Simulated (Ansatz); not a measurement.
What a change of settings does to a run on KI

The structure comes from a relaxation in the same program, started in the wurtzite type, and has space group P6_3/mmc. Whether it is a known phase or the ground state wasn't checked. The relaxation left the symmetry of that type.

First run: DFT, PBE, all-electron PAW with datasets made for the crystal, scalar-relativistic (Ansatz 0.2.0).

Command: `ansatz run input.yaml --threads 1 --pin off --max-ram 3072MiB --backend cpu --events-out ev --progress --plain --runs-dir out` The run took about 24 s on 1 thread of a shared machine.

```yaml
crystal:
  lattice:
    - [6.0861433935, 0.0, 0.0]
    - [-3.0430716968, 5.2707547898, 0.0]
    - [0.0, 0.0, 7.1187877264]
  atoms:
    - { symbol: K, position: [0.3333333333, 0.6666666667, -0.0620062688] }
    - { symbol: K, position: [0.6666666667, 0.3333333333, 0.4379937312] }
    - { symbol: I, position: [0.3333333333, 0.6666666667, 0.4380062688] }
    - { symbol: I, position: [0.6666666667, 0.3333333333, 0.9380062688] }
kpoints:
  mp_grid: { grid: [8, 8, 5] }
  band_path:
    path:
      - [0.0, 0.0, 0.0]
      - [0.5, 0.0, 0.0]
      - [0.3333333333, 0.3333333333, 0.0]
      - [0.0, 0.0, 0.0]
      - [0.0, 0.0, 0.5]
      - [0.5, 0.0, 0.5]
      - [0.3333333333, 0.3333333333, 0.5]
      - [0.0, 0.0, 0.5]
      - [0.5, 0.0, 0.5]
    npoints: 8
scf:
  occupations: { method: fermi_dirac, width: 0.05 }
hamiltonian:
  xc: pbe
  pseudopotentials: { kind: all_electron, datasets: crystal }
output:
  forces: true
  stress: true
  eigenvalues: true
  efg: { contact_densities: true }
```

Result: converged; pressure 0.01 GPa; gap on the k mesh 3.75 eV (the mesh can miss the band edges); 10 SCF iterations.

No spin–orbit coupling, which matters for the heavy atoms here.

The input is then changed:

```diff
@@ -10,5 +10,5 @@
     - { symbol: I, position: [0.6666666667, 0.3333333333, 0.9380062688] }
 kpoints:
-  mp_grid: { grid: [8, 8, 5] }
+  mp_grid: { grid: [8, 8, 5], shift: [0.5, 0.5, 0.5] }
   band_path:
     path:
@@ -25,4 +25,5 @@
 scf:
   occupations: { method: fermi_dirac, width: 0.05 }
+  mixing: { algorithm: anderson, beta: 0.9, ndim: 8 }
 hamiltonian:
   xc: pbe
@@ -33,3 +34,5 @@
   eigenvalues: true
   efg: { contact_densities: true }
+basis:
+  xc_grid: 4
```

Question: Predict the outcome of the changed run.

Answer: It converged; energy at zero smearing 0.0 meV/atom from the first run; pressure 0.01 GPa; gap on the k mesh 3.93 eV (the mesh can miss the band edges); 10 SCF iterations.
